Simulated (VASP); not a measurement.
# Ta (Im-3m) in VASP: further runs

Runs on Ta. Level: PBE. Tasks: relaxation of cell and atoms.

All numbers are computed with VASP 6.6.1; they aren't measurements. Logs are shortened: lines on timing, memory, paths and dates and some standing lists are left out, and cuts for length are marked.

### Step 1. The structure

The structure is cubic, space group Im-3m (No. 229). The conventional cell has a = 3.303 Å, b = 3.303 Å, c = 3.303 Å, α = 90.00°, β = 90.00°, γ = 90.00°. Around Ta (site symmetry m-3m) lie 8 Ta at 2.86 Å.

### Step 2. Relaxation of cell and atoms, PBE

INCAR reads:

```
  ALGO = Fast
  EDIFF = 1E-7
  EDIFFG = -0.002
  ENCUT = 520
  GGA = PE
  IBRION = 2
  ISIF = 3
  ISMEAR = 0
  LASPH = True
  LCHARG = False
  LREAL = False
  LWAVE = False
  NELM = 80
  NSW = 80
  PREC = Accurate
  SIGMA = 0.1
```

KPOINTS reads:

```
k-points
0
Gamma
  10 10 10
```

POSCAR reads:

```
Ta
1.0
   -1.6512800000      1.6512800000      1.6512800000
    1.6512800000     -1.6512800000      1.6512800000
    1.6512800000      1.6512800000     -1.6512800000
Ta
1
Direct
    0.0000000000      0.0000000000      0.0000000000
```

Potentials or basis: VASP PAW PBE potentials, release 64 (Ta_pv).

Command:

```sh
$ cat potpaw_PBE.64/Ta_pv/POTCAR > POTCAR
$ mpirun -np 1 vasp_std > vasp.out
```

OUTCAR:

```text
EDIFF = 1E-7
   EDIFFG = -0.002
   ENCUT = 520
   GGA = PE
   IBRION = 2
   ISIF = 3
   ISMEAR = 0
   LASPH = True
   LREAL = False
   NELM = 80
   NSW = 80
   PREC = Accurate

 ion  position               nearest neighbor table
   1  0.000  0.000  0.000-

  LATTYP: Found a body centered cubic cell.
 ALAT       =     3.3025600000

  Lattice vectors:

 A1 = (  -1.6512800000,   1.6512800000,   1.6512800000)
 A2 = (   1.6512800000,  -1.6512800000,   1.6512800000)
 A3 = (   1.6512800000,   1.6512800000,  -1.6512800000)

Analysis of symmetry for initial positions (statically):
=====================================================================
 Subroutine PRICEL returns:
 Original cell was already a primitive cell.

 Routine SETGRP: Setting up the symmetry group for a
 body centered cubic supercell.

 Subroutine GETGRP returns: Found 48 space group operations
 (whereof 48 operations were pure point group operations)
 out of a pool of 48 trial point group operations.

The static configuration has the point symmetry O_h .

Analysis of symmetry for dynamics (positions and initial velocities):
=====================================================================
 Subroutine PRICEL returns:
 Original cell was already a primitive cell.

 Routine SETGRP: Setting up the symmetry group for a
 body centered cubic supercell.

 Subroutine GETGRP returns: Found 48 space group operations
 (whereof 48 operations were pure point group operations)
 out of a pool of 48 trial point group operations.

The dynamic configuration has the point symmetry O_h .

 Subroutine INISYM returns: Found 48 space group operations
 (whereof 48 operations are pure point group operations),
 and found     1 'primitive' translations

----------------------------------------------------------------------------------------

                                     Primitive cell

  volume of cell :      18.0104

  direct lattice vectors                    reciprocal lattice vectors
    -1.651280000  1.651280000  1.651280000     0.000000000  0.302795407  0.302795407
     1.651280000 -1.651280000  1.651280000     0.302795407  0.000000000  0.302795407
     1.651280000  1.651280000 -1.651280000     0.302795407  0.302795407  0.000000000

  length of vectors
     2.860100858  2.860100858  2.860100858     0.428217371  0.428217371  0.428217371

  position of ions in fractional coordinates (direct lattice)
     0.000000000  0.000000000  0.000000000
[... 96 lines left out ...]
     AMIX_MAG =   1.60;   BMIX_MAG =  1.00
  volume/ion in A,a.u.               =      18.01       121.54
  Fermi-wavevector in a.u.,A,eV,Ry     =   1.388988  2.624806 26.249534  1.929286
  Thomas-Fermi vector in A             =   2.513061
   LORBIT       =      0    0 simple, 1 ext, 2 COOP (PROOUT), +10 PAW based schemes
   GGA     = PE    functional components
   LHFCALC =     F    Hartree Fock is set to
   AEXX    =    0.0000 exact exchange contribution
   IVDW    =     0    specifies the selected vdW correction
   LEPSILON=     F    determine dielectric tensor
   LRPA    =     F    only Hartree local field effects (RPA)
 conjugate gradient relaxation of ions
 non-spin polarized calculation
 RMM-DIIS sequential band-by-band and
 Gauss-broadening in eV      SIGMA  =   0.10
  energy-cutoff  :      520.00
  volume of cell :       18.01
 maximum number of plane-waves:       498
 NGX is ok and might be reduce to    24
   NGX = 11   NGY = 11   NGZ = 11

--------------------------------------- Ionic step        1  -------------------------------------------

 number of electron      11.0000002 magnetization

 Free energy of the ion-electron system (eV)
  ---------------------------------------------------
  ext. energy  EPLUGINS =         0.00000000
  ---------------------------------------------------
  free energy    TOTEN  =       -11.81045756 eV

  energy without entropy =      -11.80573959  energy(sigma->0) =      -11.80809858

------------------------ aborting loop because EDIFF is reached ----------------------------------------

  FORCE on cell =-STRESS in cart. coord.  units (eV):
  Direction    XX          YY          ZZ          XY          YZ          ZX
  --------------------------------------------------------------------------------------
  -------------------------------------------------------------------------------------
  Total        0.5341513      0.5341513      0.5341513      0.0000000      0.0000000     -0.0000000
  in kB       47.5174022     47.5174022     47.5174022      0.0000000      0.0000000     -0.0000000
  external PRESSURE =      47.5174022 kB  Pullay stress =       0.0000000 kB
[... 127 lines left out ...]
--------------------------------------- Ionic step        5  -------------------------------------------

 number of electron      11.0000000 magnetization

 Free energy of the ion-electron system (eV)
  ---------------------------------------------------
  ext. energy  EPLUGINS =         0.00000000
  ---------------------------------------------------
  free energy    TOTEN  =       -11.81639720 eV

  energy without entropy =      -11.81251813  energy(sigma->0) =      -11.81445766

 E-fermi :   5.3179     XC(G=0): -12.5102

 val. band max:        5.3157096393   @ k =   0.4000   0.2000   0.0000
 cond. band min:       5.4032920366   @ k =   0.1000   0.1000   0.0000
 fundamental gap:      0.0875823973
 Fermi energy:         5.3178728328

 k-point     1 :       0.0000    0.0000    0.0000
  band No.  band energies     occupation
      1     -27.8879      2.00000
      2     -27.8879      2.00000
      3     -27.8879      2.00000
      4      -2.5222      2.00000
      5       6.0230      0.00000
      6       6.0230      0.00000
      7       6.0230      0.00000
      8       9.2201      0.00000
      9       9.2201      0.00000
[... 265 lines left out ...]
 k-point    24 :      -0.3000    0.3000    0.1000
  band No.  band energies     occupation
      1     -28.6042      2.00000
      2     -28.1604      2.00000
      3     -27.9742      2.00000
      4       0.7191      2.00000
      5       4.8579      2.00000
      6       4.9402      2.00000
      7       7.8158      0.00000
      8       9.4057      0.00000
      9      10.1371      0.00000

 [... further k-points ...]

------------------------ aborting loop because EDIFF is reached ----------------------------------------

  FORCE on cell =-STRESS in cart. coord.  units (eV):
  Direction    XX          YY          ZZ          XY          YZ          ZX
  --------------------------------------------------------------------------------------
  -------------------------------------------------------------------------------------
  Total        0.0016404      0.0016404      0.0016404     -0.0000000     -0.0000000      0.0000000
  in kB        0.1427021      0.1427021      0.1427021     -0.0000000     -0.0000000      0.0000000
  external PRESSURE =       0.1427021 kB  Pullay stress =       0.0000000 kB
[... 16 lines left out ...]
  FREE ENERGIE OF THE ION-ELECTRON SYSTEM (eV)
  ---------------------------------------------------
  free  energy   TOTEN  =       -11.8163971976 eV

  energy  without entropy=      -11.8125181268  energy(sigma->0) =      -11.81445766

 reached required accuracy - stopping structural energy minimisation
```

CONTCAR:

```text
Ta
   1.00000000000000
    -1.6636259460855958    1.6636259460855958    1.6636259460855958
     1.6636259460855958   -1.6636259460855958    1.6636259460855958
     1.6636259460855958    1.6636259460855958   -1.6636259460855958
  Ta
     1
Direct
     0.0000000000000000    0.0000000000000000    0.0000000000000000

  0.00000000E+00  0.00000000E+00  0.00000000E+00
```

It took 28 s on 1 thread of Intel Xeon Platinum 8375C at 2.90GHz (Ice Lake), shared host; peak memory 0.15 GiB.

What came out:

| Item | Value |
| --- | --- |
| Free energy | -11.8164 eV |
| Relaxed volume | 18.42 Å³/atom |
| Relaxed cell | a = 2.881 Å, b = 2.881 Å, c = 2.881 Å, α = 109.47°, β = 109.47°, γ = 109.47° |
| Space group after relaxing (to 0.05 Å) | Im-3m (No. 229) |
| Energy gained by relaxing | 5.9 meV/atom |
| Ionic steps | 5 |
| Pressure after relaxing | 0.0 GPa |
| Band gap on the k mesh | none (metal or under the smearing width) |

The path:
```csv
step,energy change (eV),largest force (eV/Å),pressure (GPa),volume (Å³)
1,0.0000,0.0000,4.75,18.01
2,0.0272,0.0000,-9.95,19.44
3,-0.0059,0.0000,-0.09,18.43
4,-0.0059,0.0000,0.02,18.42
5,-0.0059,0.0000,0.01,18.42
```

Final structure:
```
Ta
1.0
    -1.66363    1.66363    1.66363
     1.66363   -1.66363    1.66363
     1.66363    1.66363   -1.66363
Ta
1
Direct
  0.00000 0.00000 0.00000
```

The run has no spin-orbit coupling, so splittings on Ta are missing. PBE usually gives volumes a little too large and moduli too small.

### Step 3. Relaxation of cell and atoms, PBE

This run uses another cell than the first one, of 18.42 Å³/atom, 1.023 times its volume.

INCAR is that of step 2.

KPOINTS is that of step 2.

POSCAR reads:

```
Ta                                      
1.0
   -1.6636259461      1.6636259461      1.6636259461
    1.6636259461     -1.6636259461      1.6636259461
    1.6636259461      1.6636259461     -1.6636259461
  Ta            
     1
Direct
     0.0000000000000000    0.0000000000000000    0.0000000000000000
```

Potentials or basis: VASP PAW PBE potentials, release 64 (Ta_pv).

Command:

```sh
$ cat potpaw_PBE.64/Ta_pv/POTCAR > POTCAR
$ mpirun -np 1 vasp_std > vasp.out
```

Wall time 6.6 s (1 thread of Intel Xeon Platinum 8375C at 2.90GHz (Ice Lake), shared host); peak memory 0.14 GiB.

The run converged. Its results:

| Property | Result |
| --- | --- |
| Free energy | -11.8165 eV |
| Pressure after relaxing | 0.0 GPa |
| Band gap on the k mesh | none (metal or under the smearing width) |

Final structure:
```
Ta
1.0
    -1.66363    1.66363    1.66363
     1.66363   -1.66363    1.66363
     1.66363    1.66363   -1.66363
Ta
1
Direct
  0.00000 0.00000 0.00000
```

Levels at points of the mesh, in eV from the Fermi level:
```tsv
k point	band 1	band 2	band 3	band 4	band 5	band 6	band 7	band 8	band 9
(0.00, 0.00, 0.00)	-33.21	-33.21	-33.21	-7.84	0.71	0.71	0.71	3.90	3.90
(0.50, 0.00, 0.00)	-34.29	-33.56	-33.21	-4.29	-1.50	1.48	3.77	4.77	7.54
(0.50, 0.50, 0.50)	-33.97	-33.97	-33.97	-3.69	-3.69	6.62	6.62	6.62	8.44
```

Caveat: the relaxation stopped at its first step, so nothing moved.
